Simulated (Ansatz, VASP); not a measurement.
# KF: VASP beside Ansatz

The input INCAR:

```
PREC = Accurate
ENCUT = 520
EDIFF = 1E-6
ISMEAR = 0
SIGMA = 0.02
LREAL = F
LASPH = T
NELM = 150
ALGO = Normal
ISIF = 2
LWAVE = F
LCHARG = F
ISPIN = 2
MAGMOM = 0.5 0
LORBIT = 11
NBANDS = 19
```

KPOINTS

```
Automatic mesh
0
Gamma
  8 8 8
```

The input POSCAR:

```
KF
1.0
    3.3228723057      0.0000000000      0.0000000000
    0.0000000000      3.3228723057      0.0000000000
    0.0000000000      0.0000000000      3.3228723057
K F
1 1
Direct
    0.0000000000      0.0000000000      0.0000000000
    0.5000000000      0.5000000000      0.5000000000
```

input.yaml

```yaml
crystal:
  lattice:
    - [3.3228723057, 0.0, 0.0]
    - [0.0, 3.3228723057, 0.0]
    - [0.0, 0.0, 3.3228723057]
  atoms:
    - { symbol: K, position: [0.0, 0.0, 0.0], spin: 0.5 }
    - { symbol: F, position: [0.5, 0.5, 0.5] }
hamiltonian:
  xc: lda
  pseudopotentials: { kind: paw }
magnetization:
  spin_polarized: true
kpoints:
  mp_grid: { grid: [8, 8, 8] }
scf:
  occupations: { method: gaussian, width: 0.02 }
output:
  forces: true
  stress: true
  eigenvalues: true
```

The cell comes from a database or a generator and needn't be the stable form of this composition.

Alike in both runs: task single point; functional LDA; k mesh 8 × 8 × 8; occupations gaussian, width 0.02 eV; collinear spin.

|  | VASP | Ansatz |
| --- | --- | --- |
| version | VASP 6.6.1 | Ansatz 0.2.0 |
| potentials or method | VASP PAW LDA potentials, release 64 (K_sv, F) | Ansatz PAW |
| plane-wave cutoff (eV) | 520 | 420 |
| valence electrons in the cell | 16 | 16 |

Ansatz gave:

```
gap on the k mesh at the Fermi level (eV) : 5.55
least direct gap on the mesh (eV)         : 5.61
pressure (GPa)                            : -6.7
net moment per atom (μB)                  : 0.00
```

Q: What did VASP give for the same quantities?

A: gap on the k mesh at the Fermi level (eV): 5.53; least direct gap on the mesh (eV): 5.59; pressure (GPa): -6.7; net moment per atom (μB): 0.00.

Caveats: the pressure holds a Pulay correction of +0.5 GPa for the finite cutoff (Ansatz); the PAW data sets come from PBE, with cores solved anew for the run's functional, which leaves a small shift of forces and pressure (Ansatz); the starting moments weren't kept (Ansatz). A k mesh can miss the band edges. A hybrid or GW would open this gap; LDA tends to underestimate it.
